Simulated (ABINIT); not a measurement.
# TiC (Fm-3m) in ABINIT: notebook

Aim: see how the results for TiC move with the level of theory and the settings. Levels: PBE, LDA. Tasks: single point, relaxation of cell and atoms.

Program: ABINIT 10.8.3 (patched build). These are calculated values, not measurements. Logs are shortened: lines on timing, memory, paths and dates and some standing lists are left out, and cuts for length are marked. The log counts tension as positive stress, the text compression.

## (1) The structure

It takes space group Fm-3m (No. 225, cubic). Conventional cell: a = 4.331 Å, b = 4.331 Å, c = 4.331 Å, α = 90.00°, β = 90.00°, γ = 90.00°. Ti (site symmetry m-3m) is surrounded by 6 C at 2.17 Å. C (site symmetry m-3m) has 6 Ti at 2.17 Å as nearest neighbours.

The cell is a database's computed one.

## (2) Single point, PBE

The input, run.abi:

```
# Pseudopotentials
pp_dirpath "./"
pseudos "22_Ti_12_2.0_2.8_pbe_n_v1.0.psp8, 06_C_4_1.2_1.2_pbe_n_v1.0.psp8"

# Structure
acell 3.062788961 3.062788961 3.062788961 Angstrom
rprim
     0.0000000000     0.7071067812     0.7071067812
     0.7071067812     0.0000000000     0.7071067812
     0.7071067812     0.7071067812     0.0000000000
ntypat 2
znucl 22 6
natom 2
typat 1 2
xred
     0.0000000000     0.0000000000     0.0000000000
     0.5000000000     0.5000000000     0.5000000000

# Plane-wave basis
ecut 30.0

# k points
kptopt 1
ngkpt 8 8 8
nshiftk 1
shiftk 0.0 0.0 0.0

# Exchange and correlation
ixc 11

# Bands and occupations
nband 12
occopt 3
tsmear 0.05 eV

# SCF cycle
nstep 100
tolvrs 1.0e-10

# Output
iomode 3
prtwf 0
prtden 0
prteig 0
prtebands 0
enunit 2
```

Potentials or basis: SPMS NC PBE v1.0.

Started as:

```console
abinit run.abi > log 2>&1
```

run.abo:

```text
.Version 10.8.3 of ABINIT
 Symmetries : space group Fm -3 m (#225); Bravais cF (face-center cubic)
================================================================================
 Values of the parameters that define the memory need of the present run
     intxc =       0    ionmov =       0      iscf =       7    lmnmax =       6
     lnmax =       6     mgfft =      30  mpssoang =       3    mqgrid =    3001
     natom =       2  nloc_mem =       1    nspden =       1   nspinor =       1
    nsppol =       1      nsym =      48    n1xccc =    2501    ntypat =       2
    occopt =       3   xclevel =       2
       mpw =        1088          nfft =       27000          nkpt =          29
================================================================================
================================================================================

--------------------------------------------------------------------------------
------------- Echo of variables that govern the present computation ------------
--------------------------------------------------------------------------------
 -outvars: echo values of preprocessed input variables --------
            acell      5.7878323177E+00  5.7878323177E+00  5.7878323177E+00 Bohr
              amu      4.78800000E+01  1.20110000E+01
             ecut      3.00000000E+01 Hartree
           enunit           2
              ixc          11
         kptrlatt        8    0    0      0    8    0      0    0    8
          kptrlen      4.63026585E+01
            natom           2
            nband          12
            ngfft          30      30      30
             nkpt          29
            nstep         100
             nsym          48
           ntypat           2
           occopt           3
           prtden           0
        prtebands           0
           prteig           0
            prtwf           0
            rprim      0.0000000000E+00  7.0710678120E-01  7.0710678120E-01
                       7.0710678120E-01  0.0000000000E+00  7.0710678120E-01
                       7.0710678120E-01  7.0710678120E-01  0.0000000000E+00
          spgroup         225
           tolvrs      1.00000000E-10
           tsmear      1.83746611E-03 Hartree
            typat      1  2
           xangst      0.0000000000E+00  0.0000000000E+00  0.0000000000E+00
                       2.1657188437E+00  2.1657188437E+00  2.1657188437E+00
            xcart      0.0000000000E+00  0.0000000000E+00  0.0000000000E+00
                       4.0926154803E+00  4.0926154803E+00  4.0926154803E+00
             xred      0.0000000000E+00  0.0000000000E+00  0.0000000000E+00
                       5.0000000000E-01  5.0000000000E-01  5.0000000000E-01
            znucl       22.00000    6.00000

================================================================================

 chkinp: Checking input parameters for consistency.

================================================================================
== DATASET  1 ==================================================================

--- !DatasetInfo
iteration_state: {dtset: 1, }
dimensions: {natom: 2, nkpt: 29, mband: 12, nsppol: 1, nspinor: 1, nspden: 1, mpw: 1088, }
cutoff_energies: {ecut:  30.0, pawecutdg:  -1.0, }
electrons: {nelect:   1.60000000E+01, charge:   0.00000000E+00, occopt:   3.00000000E+00, tsmear:   1.83746611E-03, }
meta: {optdriver: 0, ionmov: 0, optcell: 0, iscf: 7, paral_kgb: 0, }
...

 Exchange-correlation functional for the present dataset will be:
  GGA: Perdew-Burke-Ernzerhof functional - ixc=11
  J.P.Perdew, K.Burke, M.Ernzerhof, PRL 77, 3865 (1996)

 Real(R)+Recip(G) space primitive vectors, cartesian coordinates (Bohr,Bohr^-1):
 R(1)=  0.0000000  4.0926155  4.0926155  G(1)= -0.1221713  0.1221713  0.1221713
 R(2)=  4.0926155  0.0000000  4.0926155  G(2)=  0.1221713 -0.1221713  0.1221713
 R(3)=  4.0926155  4.0926155  0.0000000  G(3)=  0.1221713  0.1221713 -0.1221713
 Unit cell volume ucvol=  1.3709854E+02 bohr^3
 Angles (23,13,12)=  6.00000000E+01  6.00000000E+01  6.00000000E+01 degrees

 getcut: wavevector=  0.0000  0.0000  0.0000  ngfft=  30  30  30
         ecut(hartree)=     30.000   => boxcut(ratio)=   2.10456

--- Pseudopotential description ------------------------------------------------
- pspini: atom type   1  psp file is ./22_Ti_12_2.0_2.8_pbe_n_v1.0.psp8
    8   11    2    4       600   0.00000      pspcod,pspxc,lmax,lloc,mmax,r2well
    5.99000000000000    2.50000000000000    0.00000000000000   rchrg,fchrg,qchrg
     nproj     2     2     2
     extension_switch     1

- pspini: atom type   2  psp file is ./06_C_4_1.2_1.2_pbe_n_v1.0.psp8
    8   11    1    4       600   0.00000      pspcod,pspxc,lmax,lloc,mmax,r2well
    5.99000000000000    4.00000000000000    0.00000000000000   rchrg,fchrg,qchrg
     nproj     2     2
     extension_switch     1

   4.30300170E+02                                ecore*ucvol(ha*bohr**3)
--------------------------------------------------------------------------------

================================================================================

--- !BeginCycle
iteration_state: {dtset: 1, }
solver: {iscf: 7, nstep: 100, nline: 4, wfoptalg: 0, }
tolerances: {tolvrs: 1.00E-10, }
...

     iter   Etot(hartree)      deltaE(h)  residm     vres2
 ETOT  1  -64.448821015045    -6.445E+01 2.297E-01 8.451E+02
 ETOT  2  -63.638445554727     8.104E-01 7.708E-02 3.364E+03
 ETOT  3  -64.741248683844    -1.103E+00 2.040E-02 6.189E+00
 ETOT  4  -64.743186375188    -1.938E-03 9.464E-03 2.408E+00
 ETOT  5  -64.743859485520    -6.731E-04 1.041E-03 2.464E-01
 ETOT  6  -64.743933111694    -7.363E-05 1.760E-03 5.507E-03
 ETOT  7  -64.743934781778    -1.670E-06 4.761E-04 5.610E-05
 ETOT  8  -64.743934807449    -2.567E-08 4.708E-04 4.461E-06
 ETOT  9  -64.743934809365    -1.916E-09 3.297E-04 8.077E-08
 ETOT 10  -64.743934809416    -5.159E-11 1.865E-04 3.257E-09
 ETOT 11  -64.743934809419    -2.970E-12 2.151E-04 1.478E-10
 ETOT 12  -64.743934809420    -7.958E-13 9.304E-05 1.493E-11

 At SCF step   12       vres2   =  1.49E-11 < tolvrs=  1.00E-10 =>converged.

 Cartesian components of stress tensor (hartree/bohr^3)
  sigma(1 1)=  5.15578493E-05  sigma(3 2)=  0.00000000E+00
  sigma(2 2)=  5.15578493E-05  sigma(3 1)=  0.00000000E+00
  sigma(3 3)=  5.15578493E-05  sigma(2 1)=  0.00000000E+00

--- !ResultsGS
iteration_state: {dtset: 1, }
comment   : Summary of ground state results
lattice_vectors:
- [  0.0000000,   4.0926155,   4.0926155, ]
- [  4.0926155,   0.0000000,   4.0926155, ]
- [  4.0926155,   4.0926155,   0.0000000, ]
lattice_lengths: [   5.78783,    5.78783,    5.78783, ]
lattice_angles: [ 60.000,  60.000,  60.000, ] # degrees, (23, 13, 12)
lattice_volume:   1.3709854E+02
convergence: {deltae: -7.958E-13, res2:  1.493E-11, residm:  9.304E-05, diffor: null, }
etotal    :  -6.47439348E+01
entropy   :   0.00000000E+00
fermie    :   3.49635556E-01
cartesian_stress_tensor: # hartree/bohr^3
- [  5.15578493E-05,   0.00000000E+00,   0.00000000E+00, ]
- [  0.00000000E+00,   5.15578493E-05,   0.00000000E+00, ]
- [  0.00000000E+00,   0.00000000E+00,   5.15578493E-05, ]
pressure_GPa:  -1.5169E+00
xred      :
- [  0.0000E+00,   0.0000E+00,   0.0000E+00, Ti]
- [  5.0000E-01,   5.0000E-01,   5.0000E-01,  C]
cartesian_forces: # hartree/bohr
- [ -0.00000000E+00,  -0.00000000E+00,  -0.00000000E+00, ]
- [ -0.00000000E+00,  -0.00000000E+00,  -0.00000000E+00, ]
force_length_stats: {min:   0.00000000E+00, max:   0.00000000E+00, mean:   0.00000000E+00, }
...

 Integrated electronic density in atomic spheres:
 ------------------------------------------------
 Atom  Sphere_radius  Integrated_density
    1        2.00000          9.53647524
    2        2.00000          3.90953550
================================================================================

 ----iterations are completed or convergence reached----

 Mean square residual over all n,k,spin=   88.141E-08; max=  93.037E-06
 reduced coordinates (array xred) for    2 atoms
       0.000000000000      0.000000000000      0.000000000000
       0.500000000000      0.500000000000      0.500000000000
 rms dE/dt=  0.0000E+00; max dE/dt=  0.0000E+00; dE/dt below (all hartree)
    1       0.000000000000      0.000000000000      0.000000000000
    2       0.000000000000      0.000000000000      0.000000000000

 cartesian coordinates (angstrom) at end:
    1      0.00000000000000     0.00000000000000     0.00000000000000
    2      2.16571884370760     2.16571884370760     2.16571884370760

 cartesian forces (hartree/bohr) at end:
    1     -0.00000000000000    -0.00000000000000    -0.00000000000000
    2     -0.00000000000000    -0.00000000000000    -0.00000000000000
 frms,max,avg= 0.0000000E+00 0.0000000E+00   0.000E+00  0.000E+00  0.000E+00 h/b

 cartesian forces (eV/Angstrom) at end:
    1     -0.00000000000000    -0.00000000000000    -0.00000000000000
    2     -0.00000000000000    -0.00000000000000    -0.00000000000000
 frms,max,avg= 0.0000000E+00 0.0000000E+00   0.000E+00  0.000E+00  0.000E+00 e/A
 length scales=  5.787832317744  5.787832317744  5.787832317744 bohr
              =  3.062788961000  3.062788961000  3.062788961000 angstroms
 Fermi (or HOMO) energy (hartree) =   0.34964   Average Vxc (hartree)=  -0.47238
 Eigenvalues (hartree) for nkpt=  29  k points:
 kpt#   1, nband= 12, wtk=  0.00195, kpt=  0.0000  0.0000  0.0000 (reduced coord)
  -1.72816   -0.84716   -0.84716   -0.84716   -0.10493    0.37707    0.37707    0.37707
   0.41322    0.41322    0.41541    0.41544
      occupation numbers for kpt#   1
   2.00000    2.00000    2.00000    2.00000    2.00000    0.00000    0.00000    0.00000
   0.00000    0.00000    0.00000    0.00000
 prteigrs : prtvol=0 or 1, do not print more k-points.

 Fermi (or HOMO) energy (eV) =   9.51407   Average Vxc (eV)= -12.85399
 Eigenvalues (   eV  ) for nkpt=  29  k points:
 kpt#   1, nband= 12, wtk=  0.00195, kpt=  0.0000  0.0000  0.0000 (reduced coord)
 -47.02565  -23.05228  -23.05228  -23.05228   -2.85537   10.26073   10.26073   10.26073
  11.24435   11.24435   11.30381   11.30464
 prteigrs : prtvol=0 or 1, do not print more k-points.

--- !EnergyTerms
iteration_state     : {dtset: 1, }
comment             : Components of total free energy in Hartree
kinetic             :  2.57775163309578E+01
hartree             :  1.08329897952254E+01
xc                  : -1.06879617087281E+01
Ewald energy        : -5.12015050542319E+01
psp_core            :  3.13861968237905E+00
local_psp           : -3.70858535193256E+01
non_local_psp       : -5.51764414773963E+00
internal            : -6.47438386214630E+01
'-kT*entropy'       : -9.61879570104890E-05
total_energy        : -6.47439348094201E+01
total_energy_eV     : -1.76177221718374E+03
band_energy         : -7.10679682589373E+00
...

 Cartesian components of stress tensor (hartree/bohr^3)
  sigma(1 1)=  5.15578493E-05  sigma(3 2)=  0.00000000E+00
  sigma(2 2)=  5.15578493E-05  sigma(3 1)=  0.00000000E+00
  sigma(3 3)=  5.15578493E-05  sigma(2 1)=  0.00000000E+00

-Cartesian components of stress tensor (GPa)         [Pressure= -1.5169E+00 GPa]
- sigma(1 1)=  1.51688430E+00  sigma(3 2)=  0.00000000E+00
- sigma(2 2)=  1.51688430E+00  sigma(3 1)=  0.00000000E+00
- sigma(3 3)=  1.51688430E+00  sigma(2 1)=  0.00000000E+00

== END DATASET(S) ==============================================================
================================================================================

 -outvars: echo values of variables after computation  --------
            acell      5.7878323177E+00  5.7878323177E+00  5.7878323177E+00 Bohr
           etotal     -6.4743934809E+01
            fcart     -0.0000000000E+00 -0.0000000000E+00 -0.0000000000E+00
                      -0.0000000000E+00 -0.0000000000E+00 -0.0000000000E+00
            rprim      0.0000000000E+00  7.0710678120E-01  7.0710678120E-01
                       7.0710678120E-01  0.0000000000E+00  7.0710678120E-01
                       7.0710678120E-01  7.0710678120E-01  0.0000000000E+00
           strten      5.1557849342E-05  5.1557849342E-05  5.1557849342E-05
                       0.0000000000E+00  0.0000000000E+00  0.0000000000E+00
           xangst      0.0000000000E+00  0.0000000000E+00  0.0000000000E+00
                       2.1657188437E+00  2.1657188437E+00  2.1657188437E+00
             xred      0.0000000000E+00  0.0000000000E+00  0.0000000000E+00
                       5.0000000000E-01  5.0000000000E-01  5.0000000000E-01
 Calculation completed.
```

Run time: 12 s. Hardware: 1 thread of Arm Neoverse V2, shared host; peak memory 0.06 GiB.

Results:

| Quantity | Value |
| --- | --- |
| Free energy | -1761.7722 eV |
| Band gap on the k mesh | none (metal or under the smearing width) |
| Valence electrons inside the program's atomic spheres | Ti 9.54; C 3.91 |

Levels at points of the mesh, in eV from the Fermi level:
| k point | band 6 | band 7 | band 8 | band 9 | band 10 | band 11 |
| --- | --- | --- | --- | --- | --- | --- |
| (0.00, 0.00, 0.00) | 0.75 | 0.75 | 0.75 | 1.73 | 1.73 | 1.79 |
| (0.50, 0.00, 0.00) | -5.81 | -2.85 | -2.85 | 2.98 | 2.98 | 4.16 |
| (0.50, 0.50, 0.00) | -3.40 | -1.57 | 0.01 | 0.01 | 2.79 | 3.58 |

Caveat: the cutoff is too short for stress, so the log's stress isn't used.

(Part 1 of 2 ends here.)
